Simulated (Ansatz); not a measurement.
Runs of Ansatz 0.2.0 on I. Symmetry: Cmce, No. 64, orthorhombic system. The conventional cell has a = 7.270 Å, b = 4.790 Å, c = 9.793 Å, α = 90.00°, β = 90.00°, γ = 90.00°. I (site symmetry m) is surrounded by 1 I at 2.68 Å. 

```tsv
task	level	potentials or basis	k mesh	cutoff (eV)	smearing	atoms under strain	points for each segment of the path	gap on the mesh (eV)	pressure (GPa)	largest force (eV/Å)
phonons	PBE	Ansatz PAW	6 × 6 × 3	420	fixed	-	-	1.32	-	-
elastic constants	LDA	Ansatz PAW	6 × 6 × 3	420	fixed	relaxed	-	0.97	-2.1	-
single point	PBE	Ansatz PAW	7 × 7 × 3	600	fermi-dirac 0.05 eV	-	-	1.33	1.8	0.86
band structure	BLYP	Ansatz PAW	7 × 7 × 3	420	fermi-dirac 0.05 eV	-	14	1.32	3.9	(a)
band structure	PBE	Ansatz NC	7 × 7 × 3	952	fermi-dirac 0.05 eV	-	14	1.31	1.7	(b)
```

Alike in all rows: no spin polarisation; cell as given.

Estimate the missing entries.

(a) 1.10; (b) 0.84.

Caveats: spin-orbit coupling is left out, which moves the levels of the heavy elements; odd divisions of the mesh miss points on the zone boundary, where band edges often lie, so the gap on the mesh can be too wide (some runs); the PAW data sets come from PBE, with cores solved anew for the run's functional, which leaves a small shift of forces and pressure (some runs); some modes are imaginary (some runs); forces of over 1 eV/Å show positions far from the minimum, so gaps and moduli don't describe the material at rest (some runs).

A k mesh can miss the band edges, and the runs leave out spin-orbit coupling on I.

The runs don't all hold the same shells in valence.
